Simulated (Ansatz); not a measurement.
## CsCl at 1 GPa: from Born charge to LO–TO splitting and polaron coupling

The calculation used DFT PBE, scalar-relativistic, plane waves, PAW in Ansatz. Settings: 420 eV plane-wave cutoff, Γ-centred 6×6×6 mesh, fixed occupations. No spin polarisation. Phonons by linear response, acoustic sum rule imposed.

The cell, relaxed at 1 GPa:
```cif
data_structure
_symmetry_space_group_name_H-M 'Pm-3m'
_symmetry_Int_Tables_number 221
_cell_length_a 4.1235
_cell_length_b 4.1235
_cell_length_c 4.1235
_cell_angle_alpha 90.000
_cell_angle_beta 90.000
_cell_angle_gamma 90.000
_cell_volume 70.11
loop_
_atom_site_label
_atom_site_type_symbol
_atom_site_symmetry_multiplicity
_atom_site_Wyckoff_symbol
_atom_site_fract_x
_atom_site_fract_y
_atom_site_fract_z
_atom_site_occupancy
Cs1 Cs 1 a 0.00000 0.00000 0.00000 1
Cl1 Cl 1 b 0.50000 0.50000 0.50000 1
```

Spin–orbit coupling is left out, which matters for heavy elements.

Linear response gives ν_TO = 90.5 cm⁻¹, Born charges ±1.332 e (positive on Cs) and ε∞ = 2.845. The primitive cell holds 70.114 Å³, and the masses are 132.905 and 35.450 amu.

Q: Find ν_LO and the static dielectric constant.

A: The long-wave field adds a restoring force: ω_LO² − ω_TO² = Z*²e²/(ε_vac ε∞ μV). In these units ν_LO² − ν_TO² = 4.92064×10⁷ Z*²/(μ V ε∞) cm⁻², with μ = m₁m₂/(m₁ + m₂) = 27.985 amu: 15648 cm⁻². So ν_LO = √(90.5² + 15648) = 154.4 cm⁻¹, and the run gives 154.4. Lyddane–Sachs–Teller then gives ε0 = ε∞ (ν_LO/ν_TO)² = 8.28, against 8.28 in the run (it forms both from the same three quantities, so the match checks the arithmetic only). Between ν_TO and ν_LO the dielectric function is negative and an undamped crystal reflects fully: a reststrahlen band from 64.8 to 110.5 μm.

Q: What do the Clausius–Mossotti polarisability and the Szigeti charge come to?

A: With the Lorentz local field, α = (3V/4π)(ε∞ − 1)/(ε∞ + 2) = 6.37 Å³ for the pair, and e_S = 3Z*/(ε∞ + 2) = 0.83 e. The Born charge includes the electrons' response to the dipole's own local field, and e_S takes that enhancement out. The Lorentz field assumes point-like polarisable ions, a fair picture at this small ε∞.

Q: How strongly does a slow electron couple to the LO mode?

A: For one isotropic parabolic band, Fröhlich's constant is α_F = (1/ε∞ − 1/ε0) √(m* Ry/ħω_LO), with Ry = 13.606 eV, ħω_LO = 19.1 meV and m* in free-electron masses: α_F = 0.2307 × 26.66 × √m* = 6.15 √m*. The band mass isn't part of this run; for m* = 0.1, 0.3 and 1 it gives 1.94, 3.37, 6.15. In weak coupling the polaron lies α_F ħω_LO below the band edge (64 meV at m* = 0.3) with a mass m*(1 + α_F/6); past α_F of about 5 or 6 that expansion fails. A semilocal functional's ε∞ tends to be too large, which taken alone lowers α_F.